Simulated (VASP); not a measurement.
# In5AgSe8 (P-42m) in VASP: further runs

One crystal, In5AgSe8, is run at these levels: PBEsol; tasks: relaxation of cell and atoms.

Program: VASP 6.6.1. These are calculated values, not measurements. Logs are shortened: lines on timing, memory, paths and dates and some standing lists are left out, and cuts for length are marked.

## Step 1: The crystal as given

It takes space group P-42m (No. 111, tetragonal). Conventional cell: a = 5.793 Å, b = 5.793 Å, c = 11.622 Å, α = 90.00°, β = 90.00°, γ = 90.00°. Around In (site symmetry 2) lie 4 Se at 2.60 to 2.61 Å. In (site symmetry -42m) has 4 Se at 2.58 Å as nearest neighbours. Ag (site symmetry -42m) is surrounded by 4 Se at 2.64 Å. Se (site symmetry m) is surrounded by 3 In at 2.58 to 2.61 Å. Around Se (site symmetry m) lie 2 In at 2.60 Å and 1 Ag at 2.64 Å.

## Step 2: Relaxation of cell and atoms, PBEsol

The input, INCAR:

```
SYSTEM = In5AgSe8
PREC = Accurate ; ENCUT = 600
EDIFF = 1E-6 ; ISMEAR = 0
SIGMA = 0.03 ; LREAL = .FALSE.
LASPH = .TRUE. ; NELM = 80
ALGO = Normal ; ISIF = 3
LWAVE = .FALSE. ; LCHARG = .FALSE.
GGA = PS ; IBRION = 2
NSW = 90 ; EDIFFG = -0.01
KPAR = 4
```

The input, KPOINTS:

```
regular mesh
0
G
  6 6 4
  0 0 0
```

The input, POSCAR:

```
In5AgSe8
1.0
    5.7934000000      0.0000000000      0.0000000000
    0.0000000000      5.7934000000      0.0000000000
    0.0000000000      0.0000000000     11.6223000000
In Ag Se
5 1 8
Direct
    0.0000000000      0.5000000000      0.2501300000
    0.5000000000      0.0000000000      0.7498700000
    0.0000000000      0.5000000000      0.7498700000
    0.5000000000      0.0000000000      0.2501300000
    0.5000000000      0.5000000000      0.0000000000
    0.0000000000      0.0000000000      0.5000000000
    0.2283400000      0.2283400000      0.1122500000
    0.2283400000      0.7716600000      0.8877500000
    0.7716600000      0.7716600000      0.1122500000
    0.7716600000      0.2283400000      0.8877500000
    0.7217700000      0.7217700000      0.6141400000
    0.7217700000      0.2782300000      0.3858600000
    0.2782300000      0.2782300000      0.6141400000
    0.2782300000      0.7217700000      0.3858600000
```

Potentials or basis: VASP PAW PBE potentials, release 64 (In_d, Ag, Se).

On the command line:

```bash
$ cat potpaw_PBE.64/In_d/POTCAR potpaw_PBE.64/Ag/POTCAR potpaw_PBE.64/Se/POTCAR > POTCAR
$ mpirun -np 4 vasp_std > vasp.out
```

OUTCAR:

```text
SYSTEM = In5AgSe8
   PREC = Accurate
   ENCUT = 600
   EDIFF = 1E-6
   ISMEAR = 0
   LREAL = .FALSE.
   LASPH = .TRUE.
   NELM = 80
   ISIF = 3
   GGA = PS
   IBRION = 2
   NSW = 90
   EDIFFG = -0.01

 ion  position               nearest neighbor table
   1  0.000  0.500  0.250-  12 2.60  14 2.60   7 2.61   9 2.61
   2  0.500  0.000  0.750-  11 2.60  13 2.60   8 2.61  10 2.61
   3  0.000  0.500  0.750-  11 2.60  13 2.60   8 2.61  10 2.61
   4  0.500  0.000  0.250-  12 2.60  14 2.60   7 2.61   9 2.61
   5  0.500  0.500  0.000-   7 2.58   8 2.58   9 2.58  10 2.58
   6  0.000  0.000  0.500-  11 2.64  12 2.64  13 2.64  14 2.64
   7  0.228  0.228  0.112-   5 2.58   4 2.61   1 2.61
   8  0.228  0.772  0.888-   5 2.58   3 2.61   2 2.61
   9  0.772  0.772  0.112-   5 2.58   4 2.61   1 2.61
  10  0.772  0.228  0.888-   5 2.58   3 2.61   2 2.61
  11  0.722  0.722  0.614-   2 2.60   3 2.60   6 2.64
  12  0.722  0.278  0.386-   1 2.60   4 2.60   6 2.64
  13  0.278  0.278  0.614-   2 2.60   3 2.60   6 2.64
  14  0.278  0.722  0.386-   1 2.60   4 2.60   6 2.64

  LATTYP: Found a simple tetragonal cell.
 ALAT       =     5.7934000000
 C/A-ratio  =     2.0061276625

  Lattice vectors:

 A1 = (   5.7934000000,   0.0000000000,   0.0000000000)
 A2 = (   0.0000000000,   5.7934000000,   0.0000000000)
 A3 = (   0.0000000000,   0.0000000000,  11.6223000000)

Analysis of symmetry for initial positions (statically):
=====================================================================
 Subroutine PRICEL returns:
 Original cell was already a primitive cell.

 Routine SETGRP: Setting up the symmetry group for a
 simple tetragonal supercell.

 Subroutine GETGRP returns: Found  8 space group operations
 (whereof  8 operations were pure point group operations)
 out of a pool of 16 trial point group operations.

The static configuration has the point symmetry D_2d.

Analysis of symmetry for dynamics (positions and initial velocities):
=====================================================================
 Subroutine PRICEL returns:
 Original cell was already a primitive cell.

 Routine SETGRP: Setting up the symmetry group for a
 simple tetragonal supercell.

 Subroutine GETGRP returns: Found  8 space group operations
 (whereof  8 operations were pure point group operations)
 out of a pool of 16 trial point group operations.

The dynamic configuration has the point symmetry D_2d.

 Subroutine INISYM returns: Found  8 space group operations
 (whereof  8 operations are pure point group operations),
 and found     1 'primitive' translations

----------------------------------------------------------------------------------------

                                     Primitive cell

  volume of cell :     390.0849

  direct lattice vectors                    reciprocal lattice vectors
     5.793400000  0.000000000  0.000000000     0.172610212  0.000000000  0.000000000
     0.000000000  5.793400000  0.000000000     0.000000000  0.172610212  0.000000000
     0.000000000  0.000000000 11.622300000     0.000000000  0.000000000  0.086041489

  length of vectors
     5.793400000  5.793400000 11.622300000     0.172610212  0.172610212  0.086041489

  position of ions in fractional coordinates (direct lattice)
     0.000000000  0.500000000  0.250130000
     0.500000000  0.000000000  0.749870000
     0.000000000  0.500000000  0.749870000
     0.500000000  0.000000000  0.250130000
     0.500000000  0.500000000  0.000000000
     0.000000000  0.000000000  0.500000000
     0.228340000  0.228340000  0.112250000
     0.228340000  0.771660000  0.887750000
     0.771660000  0.771660000  0.112250000
     0.771660000  0.228340000  0.887750000
     0.721770000  0.721770000  0.614140000
     0.721770000  0.278230000  0.385860000
     0.278230000  0.278230000  0.614140000
     0.278230000  0.721770000  0.385860000

  ion indices of the primitive-cell ions
   primitive index   ion index
                 1           1
                 2           2
                 3           3
                 4           4
                 5           5
                 6           6
                 7           7
                 8           8
                 9           9
                10          10
[... 26 lines left out ...]
 Subroutine IBZKPT returns following result:
 ===========================================

 Found     30 irreducible k-points:

 Following reciprocal coordinates:
            Coordinates               Weight
  0.000000  0.000000  0.000000      1.000000
  0.166667  0.000000  0.000000      4.000000
  0.333333  0.000000  0.000000      4.000000
  0.500000  0.000000  0.000000      2.000000
  0.166667  0.166667  0.000000      4.000000
  0.333333  0.166667  0.000000      8.000000
[... 16 lines left out ...]
  0.333333  0.000000  0.500000      4.000000
  0.500000  0.000000  0.500000      2.000000
 [... further k-points ...]
   k-points           NKPTS =     30   k-points in BZ     NKDIM =     30   number of bands    NBANDS=     74
   number of dos      NEDOS =    301   number of ions     NIONS =     14
   total plane-waves  NPLWV = 221184
   dimension x,y,z NGX =    48 NGY =   48 NGZ =   96
   dimension x,y,z NGXF=    96 NGYF=   96 NGZF=  192
   ions per type =               5   1   8
   NGX,Y,Z   is equivalent  to a cutoff of  13.77, 13.77, 13.73 a.u.
   NGXF,Y,Z  is equivalent  to a cutoff of  27.55, 27.55, 27.46 a.u.
 SYSTEM =  In5AgSe8
   PREC   = accura    normal or accurate (medium, high low for compatibility)
   ISTART =      0    job   : 0-new  1-cont  2-samecut
   ICHARG =      2    charge: 1-file 2-atom 10-const
   ISPIN  =      1    spin polarized calculation?
   LNONCOLLINEAR =      F non collinear calculations
   LSORBIT =      F    spin-orbit coupling
   LASPH  =      T    aspherical Exc in radial PAW
   ENCUT  =  600.0 eV  44.10 Ry    6.64 a.u.  11.57 11.57 23.21*2*pi/ulx,y,z
   NELM   =     80;   NELMIN=  2; NELMDL= -5     # of ELM steps
   EDIFF  = 0.1E-05   stopping-criterion for ELM
   LREAL  =      F    real-space projection
   EDIFFG = -.1E-01   stopping-criterion for IOM
   NSW    =     90    number of steps for IOM
   IBRION =      2    ionic relax: 0-MD 1-quasi-New 2-CG
   NFREE  =      1    steps in history (QN), initial steepest desc. (CG)
   ISIF   =      3    stress and relaxation
   ISYM   =      2    0-nonsym 1-usesym 2-fastsym
   POTIM  = 0.5000    time-step for ionic-motion
   TEBEG  =    0.0;   TEEND  =   0.0 temperature during run
   PSTRESS=    0.0 pullay stress
   NELECT =     124.0000    total number of electrons
   NUPDOWN=      -1.0000    fix difference up-down
   EMIN   =  10.00;   EMAX   =-10.00  energy-range for DOS
   EFERMI =   0.00;   METHOD = LEGACY
   ISMEAR =     0;   SIGMA  =   0.03  broadening in eV -4-tet -1-fermi 0-gaus
   EFERMI_NEDOS =   21; number of points for ismear=-14 and -15
   IALGO  =     38    algorithm
   IMIX   =      4    mixing-type and parameters
     AMIX     =   0.40;   BMIX     =  1.00
     AMIX_MAG =   1.60;   BMIX_MAG =  1.00
  volume/ion in A,a.u.               =      27.86       188.03
  Fermi-wavevector in a.u.,A,eV,Ry     =   1.117281  2.111355 16.984377  1.248317
  Thomas-Fermi vector in A             =   2.253902
   LORBIT       =      0    0 simple, 1 ext, 2 COOP (PROOUT), +10 PAW based schemes
   GGA     = PS    functional components
   LHFCALC =     F    Hartree Fock is set to
   AEXX    =    0.0000 exact exchange contribution
   IVDW    =     0    specifies the selected vdW correction
   LEPSILON=     F    determine dielectric tensor
   LRPA    =     F    only Hartree local field effects (RPA)
 conjugate gradient relaxation of ions
 non-spin polarized calculation
 Gauss-broadening in eV      SIGMA  =   0.03
  energy-cutoff  :      600.00
  volume of cell :      390.08
 maximum number of plane-waves:     13076
 NGX is ok and might be reduce to    48
   NGX = 23   NGY = 23   NGZ = 47

--------------------------------------- Ionic step        1  -------------------------------------------

 number of electron     123.9999970 magnetization

 Free energy of the ion-electron system (eV)
  ---------------------------------------------------
  ext. energy  EPLUGINS =         0.00000000
  ---------------------------------------------------
  free energy    TOTEN  =       -55.32265802 eV

  energy without entropy =      -55.32264743  energy(sigma->0) =      -55.32265273

------------------------ aborting loop because EDIFF is reached ----------------------------------------

  FORCE on cell =-STRESS in cart. coord.  units (eV):
  Direction    XX          YY          ZZ          XY          YZ          ZX
  --------------------------------------------------------------------------------------
  -------------------------------------------------------------------------------------
  Total        1.1887068      1.1887068      1.5158539      0.0000000      0.0000000      0.0000000
  in kB        4.8823197      4.8823197      6.2259957      0.0000000      0.0000000      0.0000000
  external PRESSURE =       5.3302117 kB  Pullay stress =       0.0000000 kB
[... 125 lines left out ...]
  FREE ENERGIE OF THE ION-ELECTRON SYSTEM (eV)
  ---------------------------------------------------
  free  energy   TOTEN  =       -55.4512637642 eV

  energy  without entropy=      -55.4512637640  energy(sigma->0) =      -55.45126376

[... ionic steps 4 to 15 ...]

--------------------------------------- Ionic step       16  -------------------------------------------

 number of electron     123.9999975 magnetization

------------------------ aborting loop because EDIFF is reached ----------------------------------------
[... 91 lines left out ...]
--------------------------------------- Ionic step       18  -------------------------------------------

 number of electron     123.9999975 magnetization

 Free energy of the ion-electron system (eV)
  ---------------------------------------------------
  ext. energy  EPLUGINS =         0.00000000
  ---------------------------------------------------
  free energy    TOTEN  =       -55.47640537 eV

  energy without entropy =      -55.47640537  energy(sigma->0) =      -55.47640537

 E-fermi :   3.7701     XC(G=0):  -9.2456

 val. band max:        3.6612414065   @ k =   0.5000   0.5000   0.5000
 cond. band min:       3.8757984585   @ k =   0.0000   0.0000   0.0000
 fundamental gap:      0.2145570521
 Fermi energy:         3.7701418664

 k-point     1 :       0.0000    0.0000    0.0000
  band No.  band energies     occupation
      1     -11.3215      2.00000
      2     -11.2899      2.00000
      3     -11.2899      2.00000
      4     -11.0840      2.00000
      5     -11.0473      2.00000
      6     -11.0473      2.00000
[... 1837 lines left out ...]
     73       7.9560      0.00000
     74       7.9894      0.00000

 [... further k-points ...]

------------------------ aborting loop because EDIFF is reached ----------------------------------------

  FORCE on cell =-STRESS in cart. coord.  units (eV):
  Direction    XX          YY          ZZ          XY          YZ          ZX
  --------------------------------------------------------------------------------------
  -------------------------------------------------------------------------------------
  Total        0.0351428      0.0351428     -0.0056608      0.0000000      0.0000000      0.0000000
  in kB        0.1444203      0.1444203     -0.0232632      0.0000000      0.0000000      0.0000000
  external PRESSURE =       0.0885258 kB  Pullay stress =       0.0000000 kB
[... 29 lines left out ...]
  FREE ENERGIE OF THE ION-ELECTRON SYSTEM (eV)
  ---------------------------------------------------
  free  energy   TOTEN  =       -55.4764053711 eV

  energy  without entropy=      -55.4764053701  energy(sigma->0) =      -55.47640537

 reached required accuracy - stopping structural energy minimisation
```

Wall time 38 min (4 MPI ranks of Intel Xeon 6975P-C (Granite Rapids), shared host); peak memory 1.2 GiB.

Results:

```yaml
Free_energy: -55.4764 eV
Relaxed_volume: 27.85 Å³/atom
Relaxed_cell: a = 5.777 Å, b = 5.777 Å, c = 11.682 Å, α = 90.00°, β = 90.00°, γ = 90.00°
Space_group_after_relaxing_to_0.05_Å: P-42m (No. 111)
Energy_gained_by_relaxing: 11.0 meV/atom
Ionic_steps: 18
Pressure_after_relaxing: 0.0 GPa
Largest_force_after_relaxing: 0.009 eV/Å
Band_gap_on_the_k_mesh: 0.21 eV, indirect (least direct gap 0.27 eV)
```

Forces on the atoms (eV/Å):
```
In   0.000  0.000 -0.004
In   0.000  0.000  0.004
In   0.000  0.000  0.004
In   0.000  0.000 -0.004
In   0.000  0.000  0.000
Ag   0.000  0.000  0.000
Se   0.005  0.005  0.005
Se   0.005 -0.005 -0.005
Se  -0.005 -0.005  0.005
Se  -0.005  0.005 -0.005
Se   0.000  0.000 -0.009
Se   0.000  0.000  0.009
Se   0.000  0.000 -0.009
Se   0.000  0.000  0.009
```

Step by step:
```tsv
step	energy change (eV)	largest force (eV/Å)	pressure (GPa)	volume (Å³)
1	0.0000	0.8247	0.53	390.08
2	-0.1259	0.1810	-0.28	395.34
3	-0.1286	0.1594	-0.41	396.23
4	-0.1414	0.1423	0.07	392.47
5	-0.1422	0.1423	0.25	391.13
6	-0.1511	0.0614	0.09	391.27
7	-0.1519	0.0443	0.01	391.34
8	-0.1524	0.0298	-0.04	391.50
9	-0.1526	0.0146	-0.10	391.70
10	-0.1529	0.0186	-0.06	391.33
11	-0.1531	0.0293	0.01	390.58
12	-0.1532	0.0228	0.01	390.50
13	-0.1535	0.0148	0.01	390.25
14	-0.1532	0.0366	0.00	389.74
15	-0.1535	0.0186	0.01	390.12
16	-0.1536	0.0123	-0.01	390.12
17	-0.1537	0.0135	-0.02	390.12
18	-0.1537	0.0092	0.01	389.87
```

Final structure:
```
In Ag Se
1.0
     5.77696    0.00000    0.00000
     0.00000    5.77696    0.00000
     0.00000    0.00000   11.68206
In Ag Se
5 1 8
Cartesian
  0.0000 2.8885 2.9843
  2.8885 0.0000 8.6977
  0.0000 2.8885 8.6977
  2.8885 0.0000 2.9843
  2.8885 2.8885 0.0000
  0.0000 0.0000 5.8410
  1.2798 1.2798 1.2924
  1.2798 4.4972 10.3897
  4.4972 4.4972 1.2924
  4.4972 1.2798 10.3897
  4.1793 4.1793 7.1615
  4.1793 1.5976 4.5206
  1.5976 1.5976 7.1615
  1.5976 4.1793 4.5206
```

Levels at points of the mesh, in eV from the valence-band top:
```tsv
k point	band 60	band 61	band 62	band 63	band 64	band 65
(0.00, 0.00, 0.00)	-0.38	-0.05	-0.05	0.21	1.52	1.62
(0.50, 0.00, 0.00)	-0.90	-0.87	-0.37	2.16	2.40	2.53
(0.50, 0.50, 0.00)	-0.58	-0.04	-0.04	1.03	1.03	1.13
(0.00, 0.00, 0.50)	-1.01	-0.17	-0.17	1.17	1.30	1.83
(0.50, 0.00, 0.50)	-1.06	-0.91	-0.49	2.28	2.29	2.30
(0.50, 0.50, 0.50)	-1.01	0.00	0.00	1.36	1.69	1.69
```

Caveat: the PAW data sets were made with another functional, which shifts forces and pressure a little; spin-orbit coupling is left out, which moves the levels of the heavy elements.

## Step 3: Relaxation of cell and atoms, PBEsol

The input, INCAR:

```
SYSTEM = In5AgSe8
PREC = Accurate ; ENCUT = 600
EDIFF = 1E-7 ; ISMEAR = 0
SIGMA = 0.03 ; LREAL = .FALSE.
LASPH = .TRUE. ; NELM = 80
ALGO = Normal ; ISIF = 3
LWAVE = .FALSE. ; LCHARG = .FALSE.
GGA = PS ; IBRION = 2
NSW = 90 ; EDIFFG = -0.005
KPAR = 4
```

KPOINTS is that of step 2.

The input, POSCAR:

```
In5AgSe8                                
1.0
    5.7769615675      0.0000000000     -0.0000000000
    0.0000000000      5.7769615675      0.0000000000
    0.0000000000     -0.0000000000     11.6820620088
  In              Ag              Se            
     5     1     8
Direct
     0.0000000000000000    0.5000000000000000    0.2554631939633474
     0.5000000000000000    0.0000000000000000    0.7445368060366523
     0.0000000000000000    0.5000000000000000    0.7445368060366523
     0.5000000000000000    0.0000000000000000    0.2554631939633474
     0.5000000000000000    0.5000000000000000    0.0000000000000000
     0.0000000000000000    0.0000000000000000    0.5000000000000000
     0.2215354853024754    0.2215354853024754    0.1106288800454560
     0.2215354853024754    0.7784645146975245    0.8893711199545439
     0.7784645146975245    0.7784645146975245    0.1106288800454560
     0.7784645146975245    0.2215354853024754    0.8893711199545439
     0.7234485635440864    0.7234485635440864    0.6130305636273089
     0.7234485635440864    0.2765514364559139    0.3869694363726912
     0.2765514364559139    0.2765514364559139    0.6130305636273089
     0.2765514364559139    0.7234485635440864    0.3869694363726912
```

Potentials or basis: VASP PAW PBE potentials, release 64 (In_d, Ag, Se).

On the command line:

```bash
$ cat potpaw_PBE.64/In_d/POTCAR potpaw_PBE.64/Ag/POTCAR potpaw_PBE.64/Se/POTCAR > POTCAR
$ mpirun -np 4 vasp_std > vasp.out
```

It took 21 min on 4 MPI ranks of Intel Xeon 6975P-C (Granite Rapids), shared host; peak memory 1.2 GiB.

It converged, with:

| Item | Value |
| --- | --- |
| Free energy | -55.4765 eV |
| Relaxed volume | 27.86 Å³/atom |
| Relaxed cell | a = 5.779 Å, b = 5.779 Å, c = 11.677 Å, α = 90.00°, β = 90.00°, γ = 90.00° |
| Space group after relaxing (to 0.05 Å) | P-42m (No. 111) |
| Energy gained by relaxing | 0.0 meV/atom |
| Ionic steps | 8 |
| Pressure after relaxing | 0.0 GPa |
| Largest force after relaxing | 0.005 eV/Å |
| Band gap on the k mesh | 0.21 eV, indirect (least direct gap 0.27 eV) |

Forces on the atoms (eV/Å):
```
In   0.000  0.000  0.005
In   0.000  0.000 -0.005
In   0.000  0.000 -0.005
In   0.000  0.000  0.005
In   0.000  0.000  0.000
Ag   0.000  0.000  0.000
Se  -0.001 -0.001  0.001
Se  -0.001  0.001 -0.001
Se   0.001  0.001  0.001
Se   0.001 -0.001 -0.001
Se   0.000  0.000 -0.001
Se   0.000  0.000  0.001
Se   0.000  0.000 -0.001
Se   0.000  0.000  0.001
```

Final structure:
```cif
data_structure
_symmetry_space_group_name_H-M 'P 1'
_symmetry_Int_Tables_number 1
_cell_length_a 5.7791
_cell_length_b 5.7791
_cell_length_c 11.6770
_cell_angle_alpha 90.000
_cell_angle_beta 90.000
_cell_angle_gamma 90.000
_cell_volume 389.99
loop_
_atom_site_label
_atom_site_type_symbol
_atom_site_fract_x
_atom_site_fract_y
_atom_site_fract_z
_atom_site_occupancy
In1 In 0.00000 0.50000 0.25553 1
In2 In 0.50000 0.00000 0.74447 1
In3 In 0.00000 0.50000 0.74447 1
In4 In 0.50000 0.00000 0.25553 1
In5 In 0.50000 0.50000 0.00000 1
Ag1 Ag 0.00000 0.00000 0.50000 1
Se1 Se 0.22179 0.22179 0.11073 1
Se2 Se 0.22179 0.77821 0.88927 1
Se3 Se 0.77821 0.77821 0.11073 1
Se4 Se 0.77821 0.22179 0.88927 1
Se5 Se 0.72349 0.72349 0.61289 1
Se6 Se 0.72349 0.27651 0.38711 1
Se7 Se 0.27651 0.27651 0.61289 1
Se8 Se 0.27651 0.72349 0.38711 1
```

Levels at points of the mesh, in eV from the valence-band top:
```
           k point  band 60  band 61  band 62  band 63  band 64  band 65
(0.00, 0.00, 0.00)    -0.37    -0.05    -0.05     0.21     1.53     1.62
(0.50, 0.00, 0.00)    -0.90    -0.87    -0.37     2.16     2.40     2.53
(0.50, 0.50, 0.00)    -0.57    -0.04    -0.04     1.03     1.03     1.14
(0.00, 0.00, 0.50)    -1.01    -0.17    -0.17     1.17     1.30     1.83
(0.50, 0.00, 0.50)    -1.06    -0.91    -0.49     2.29     2.29     2.30
(0.50, 0.50, 0.50)    -1.00     0.00     0.00     1.37     1.69     1.69
```

Caveat: the PAW data sets were made with another functional, which shifts forces and pressure a little; spin-orbit coupling is left out, which moves the levels of the heavy elements.
